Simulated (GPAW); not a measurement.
A run of GPAW 26.7.0 is set up as follows.

The input run.py:

```python
import numpy as np
from ase.dft.bandgap import bandgap
from ase.io import read, write
from ase.units import GPa
from gpaw import GPAW, PW, setup_paths
from gpaw.spinorbit import soc_eigenstates

setup_paths.insert(0, '.')

atoms = read('Cu.cif')

calc = GPAW(mode=PW(900),
            xc='BLYP',
            kpts={'size': (13, 13, 13), 'gamma': True},
            occupations={'name': 'fermi-dirac', 'width': 0.05},
            setups={'Cu': ':d,3.0'},
            nbands=14,
            convergence={'density': 1e-06, 'energy': 1e-06, 'eigenstates': 1e-10},
            maxiter=75,
            txt='gpaw.txt')
atoms.calc = calc
energy = atoms.get_potential_energy()
forces = atoms.get_forces()
stress = atoms.get_stress()
calc.write('gs.gpw')
write('result.traj', atoms)
print(f'Energy: {energy:.6f} eV')
print('Forces (eV/A):')
print(forces.round(4))
print('Stress (GPa):', (stress / GPa).round(3))
print('Fermi level:', round(calc.get_fermi_level(), 4), 'eV')
print(f'Gap: {bandgap(calc)[0]:.4f} eV, direct: {bandgap(calc, direct=True)[0]:.4f} eV')

path = atoms.cell.bandpath('GXWKGLUWLK,UX', npoints=60, eps=1e-4)
bs_calc = calc.fixed_density(kpts=path, symmetry='off', nbands=21,
                             convergence={'bands': 'CBM+6.0', 'eigenstates': 1e-6}, txt='bands.txt')
bs = bs_calc.band_structure()
bs.write('bs.json')
print(f'Gap on the path: {bandgap(bs_calc)[0]:.4f} eV')

soc = soc_eigenstates(bs_calc, theta=0, phi=0)
np.savetxt('soc_bands.dat', soc.eigenvalues(), fmt='%.4f')
mesh = soc_eigenstates('gs.gpw', theta=0, phi=0)
np.savetxt('soc_mesh.dat', mesh.eigenvalues(), fmt='%.4f')
print('Fermi level with spin-orbit coupling:', round(mesh.fermi_level, 4), 'eV')
```

Contents of Cu.cif:

```cif
data_Cu
_cell_length_a 2.55619101
_cell_length_b 2.55619101
_cell_length_c 2.55619101
_cell_angle_alpha 60.00000000
_cell_angle_beta 60.00000000
_cell_angle_gamma 60.00000000
_space_group_name_H-M_alt 'P1'
_space_group_name_Hall 'P 1'
_space_group_IT_number 1
loop_
_space_group_symop_operation_xyz
'x,y,z'
loop_
_atom_site_label
_atom_site_type_symbol
_atom_site_symmetry_multiplicity
_atom_site_Wyckoff_symbol
_atom_site_fract_x
_atom_site_fract_y
_atom_site_fract_z
_atom_site_occupancy
Cu1 Cu 1 a 0.0000000000 0.0000000000 0.0000000000 1
```

Potentials or basis: PAW data sets generated in the run's folder for this functional, pw.

Command:

```console
$ gpaw-setup -f BLYP Cu
$ OMP_NUM_THREADS=1 python run.py
```

Problem. Estimate the pressure.

Solution. 10.6 GPa.

Problem. Predict the band gap along the path.

Solution. None (metal or under the smearing width).

Levels at the corners of the path, in eV from the Fermi level:
```tsv
point	band 8	band 9	band 10	band 11	band 12	band 13
Γ	-3.70	-3.03	-3.03	-3.03	-3.03	23.63
X	-2.33	-2.18	-2.18	1.73	1.73	7.06
W	-3.05	-2.26	-2.26	6.24	6.24	6.36
K	-2.90	-2.45	-2.45	4.42	4.42	5.82
Γ	-3.70	-3.03	-3.03	-3.03	-3.03	23.63
L	-2.48	-2.38	-2.38	-0.72	-0.72	3.60
U	-2.90	-2.45	-2.45	4.42	4.42	5.82
W	-3.05	-2.26	-2.26	6.24	6.24	6.36
L	-2.48	-2.38	-2.38	-0.72	-0.72	3.60
K	-2.90	-2.45	-2.45	4.42	4.42	5.82
U	-2.90	-2.45	-2.45	4.42	4.42	5.82
X	-2.33	-2.18	-2.18	1.73	1.73	7.06
```

Caveat: with this Cu data set, volumes or pressures lay over 1.5 % or 2 GPa off other programs in two to four cells of ten; spin-orbit coupling was added after a scalar SCF, so levels and gaps hold it while energy, forces, pressure and moments don't; U without spin polarisation on a metal has little footing; the U is typed as a test and isn't derived for this compound.
